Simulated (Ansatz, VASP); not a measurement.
## BN: VASP beside Ansatz

INCAR

```
SYSTEM = BN
ALGO = Normal ; EDIFF = 1E-7
ENCUT = 520 ; GGA = PE
ISIF = 2 ; ISMEAR = 0
IVDW = 12 ; LASPH = .TRUE.
LCHARG = .FALSE. ; LREAL = .FALSE.
LWAVE = .FALSE. ; NBANDS = 16
NELM = 60 ; PREC = Accurate
SIGMA = 0.05
```

KPOINTS

```
k-points
0
G
  12 12 4
  0 0 0
```

The input POSCAR:

```
BN
1.0
    2.5039917043      0.0000000000      0.0000000000
   -1.2519958522      2.1685204268      0.0000000000
    0.0000000000      0.0000000000      6.6612000000
B N
2 2
Direct
    0.3133652161      0.6466985494      0.2500000000
    0.6466985494      0.3133652161      0.7500000000
    0.3333333333      0.6666666667      0.7500000000
    0.6666666667      0.3333333333      0.2500000000
```

Input for Ansatz:

```yaml
crystal:
  lattice:
    - [2.5039917043, 0.0, 0.0]
    - [-1.2519958522, 2.1685204268, 0.0]
    - [0.0, 0.0, 6.6612]
  atoms:
    - { symbol: B, position: [0.3133652161, 0.6466985494, 0.25] }
    - { symbol: B, position: [0.6466985494, 0.3133652161, 0.75] }
    - { symbol: "N", position: [0.3333333333, 0.6666666667, 0.75] }
    - { symbol: "N", position: [0.6666666667, 0.3333333333, 0.25] }
basis:
  ecutwfc: 420
kpoints:
  mp_grid: { grid: [12, 12, 4] }
hamiltonian:
  xc: pbe
  dispersion: d3bj
scf:
  occupations: { method: gaussian, width: 0.05 }
output:
  forces: true
  stress: true
  eigenvalues: true
```

Change from the starting cell: all B atoms moved +0.050 Å, as atom 1 towards its neighbour atom 1 (B) at 2.504 Å.

Alike in both runs: task single point; functional PBE; dispersion D3(BJ); k mesh 12 × 12 × 4; occupations gaussian, width 0.05 eV; no spin polarisation.

```csv
,VASP,Ansatz
version,VASP 6.6.1,Ansatz 0.2.0
potentials or method,"VASP PAW PBE potentials, release 64 (B, N)","scalar-relativistic, plane waves, PAW"
plane-wave cutoff (eV),520,420
valence electrons in the cell,16,16
```

VASP gave:

| Quantity | Value |
| --- | --- |
| gap on the k mesh at the Fermi level (eV) | 4.24 |
| least direct gap on the mesh (eV) | 4.63 |
| pressure (GPa) | 1.7 |
| largest component of the traceless stress (GPa) | 2.00 |
| rms of the force components (eV/Å) | 1.199 |

Problem. What did Ansatz give for the same quantities?

Solution. gap on the k mesh at the Fermi level (eV): 4.25; least direct gap on the mesh (eV): 4.64; pressure (GPa): 1.6; largest component of the traceless stress (GPa): 1.81; rms of the force components (eV/Å): 1.203.

Atom by atom the forces differ by 0.004 eV/Å (rms over components).

Caveats: forces of over 1 eV/Å show positions far from the minimum, so gaps and moduli don't describe the material at rest. A k mesh can miss the band edges.
